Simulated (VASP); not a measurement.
The input files of a VASP run:

**KPOINTS**
```
Automatic mesh
0
Gamma
4 4 4
0 0 0
```

INCAR:
```
SYSTEM = Li2O
PREC = Accurate
ENCUT = 520
EDIFF = 1E-6
NELM = 100
ALGO = Normal
LREAL = .FALSE.
LASPH = .TRUE.
ISMEAR = 0
SIGMA = 0.05
GGA = PE
LWAVE = .FALSE.
LCHARG = .FALSE.
ISIF = 2
```

POSCAR:
```
Li2O
1
    0.0000000000     4.4525111400     4.4525111400
    4.4525111400     0.0000000000     4.4525111400
    4.4525111400     4.4525111400     0.0000000000
Li O
2 1
Direct
  0.2500000000   0.2500000000   0.2500000000
  0.7500000000   0.7500000000   0.7500000000
  0.0000000000   0.0000000000   0.0000000000
```

POTCAR, in this order: Li_sv O (PBE.64 set). Program: vasp_std.

Output of the run:

File standard output:
```
 POSCAR found type information on POSCAR LiO
 POSCAR found :  2 types and       3 ions
 Reading from existing POTCAR
 Reading from existing POTCAR
 LDA part: xc-table for (Slater+PW92), standard interpolation
 POSCAR, INCAR and KPOINTS ok, starting setup
 WAVECAR not read
 entering main loop
       N       E                     dE             d eps       ncg     rms          rms(c)
DAV:   1     0.483917554764E+02    0.48392E+02   -0.46685E+03   160   0.894E+02
DAV:   2    -0.279501383046E+01   -0.51187E+02   -0.48550E+02   304   0.137E+02
DAV:   3    -0.112766255376E+02   -0.84816E+01   -0.84644E+01   184   0.716E+01
DAV:   4    -0.124435254960E+02   -0.11669E+01   -0.11653E+01   310   0.196E+01
DAV:   5    -0.124575575818E+02   -0.14032E-01   -0.14032E-01   218   0.328E+00    0.121E+01
DAV:   6    -0.970422694567E+01    0.27533E+01   -0.78187E+01   186   0.309E+01    0.190E+01
DAV:   7    -0.770282517070E+01    0.20014E+01   -0.46609E+01   178   0.203E+01    0.542E+00
DAV:   8    -0.104758903850E+02   -0.27731E+01   -0.45486E+00   178   0.890E+00    0.905E+00
DAV:   9    -0.663910449093E+01    0.38368E+01   -0.51728E+00   220   0.718E+00    0.440E+00
DAV:  10    -0.636229200348E+01    0.27681E+00   -0.15124E+00   194   0.376E+00    0.677E-01
DAV:  11    -0.636191521035E+01    0.37679E-03   -0.23037E-01   204   0.277E+00    0.230E-01
DAV:  12    -0.637418926859E+01   -0.12274E-01   -0.64095E-02   252   0.108E+00    0.776E-01
DAV:  13    -0.636426758964E+01    0.99217E-02   -0.12368E-01   244   0.656E-01    0.277E-01
DAV:  14    -0.636467272144E+01   -0.40513E-03   -0.21802E-02   188   0.420E-01    0.208E-01
DAV:  15    -0.636416626674E+01    0.50645E-03   -0.50722E-03   196   0.167E-01    0.139E-02
DAV:  16    -0.636421896068E+01   -0.52694E-04   -0.10965E-04   238   0.580E-02    0.328E-02
DAV:  17    -0.636422494575E+01   -0.59851E-05   -0.85451E-06   254   0.156E-02    0.403E-02
DAV:  18    -0.636420034267E+01    0.24603E-04   -0.22786E-04   242   0.262E-02    0.390E-03
DAV:  19    -0.636420296533E+01   -0.26227E-05   -0.16522E-05   178   0.125E-02    0.765E-03
DAV:  20    -0.636420264171E+01    0.32362E-06   -0.39458E-07    86   0.297E-03
   1 F= -.63642026E+01 E0= -.63629857E+01  d E =-.243394E-02
```

### OUTCAR
```
------------------------ aborting loop because EDIFF is reached ----------------------------------------
  FORCE on cell =-STRESS in cart. coord.  units (eV):
  Direction    XX          YY          ZZ          XY          YZ          ZX
  --------------------------------------------------------------------------------------
  Total       -4.2327507     -4.2327507     -4.2327507     -0.0000000      0.0000000     -0.0000000
  in kB      -38.4138854    -38.4138854    -38.4138854     -0.0000000      0.0000000     -0.0000000
  external PRESSURE =     -38.4138854 kB  Pullay stress =       0.0000000 kB
  volume of cell :      176.54
      direct lattice vectors                 reciprocal lattice vectors
     0.000000000  4.452511140  4.452511140    -0.112296182  0.112296182  0.112296182
     4.452511140  0.000000000  4.452511140     0.112296182 -0.112296182  0.112296182
     4.452511140  4.452511140  0.000000000     0.112296182  0.112296182 -0.112296182
 POSITION                                       TOTAL-FORCE (eV/Angst)
 -----------------------------------------------------------------------------------
      2.22626      2.22626      2.22626        -0.000000      0.000000     -0.000000
      6.67877      6.67877      6.67877         0.000000     -0.000000      0.000000
      0.00000      0.00000      0.00000         0.000000      0.000000      0.000000
 -----------------------------------------------------------------------------------
    total drift:                               -0.000000      0.000000      0.000000
  FREE ENERGIE OF THE ION-ELECTRON SYSTEM (eV)
  ---------------------------------------------------
  free  energy   TOTEN  =        -6.3642026417 eV

  energy  without entropy=       -6.3617687061  energy(sigma->0) =       -6.36298567
```
(Selected blocks of OUTCAR.)

**Question.** The run ends quietly. Is anything wrong with it?

**Answer.** The cause: the lattice was typed in bohr, and VASP reads ångström. The run ends without an error. Against the sound run, the energy per atom (σ→0) rises by 2.656 eV/atom; the pressure rises by 0.21 GPa; the band gap falls by 4.85 eV; the volume rises by 570 %. To mend it, correct POSCAR, correct KPOINTS.
POSCAR:
```
Li2O
1
    0.0000000000     2.3562000000     2.3562000000
    2.3562000000     0.0000000000     2.3562000000
    2.3562000000     2.3562000000     0.0000000000
Li O
2 1
Direct
  0.2500000000   0.2500000000   0.2500000000
  0.7500000000   0.7500000000   0.7500000000
  0.0000000000   0.0000000000   0.0000000000
```
File KPOINTS:
```
Automatic mesh
0
Gamma
6 6 6
0 0 0
```
The mended run (PBE GGA, plane waves, VASP's PBE PAW potentials (set 64)) converges, and its OSZICAR ends with
```
   1 F= -.14331371E+02 E0= -.14331371E+02  d E =-.476038E-20
```

The compound is Li2O in the antifluorite structure. The cell was not relaxed at this level.
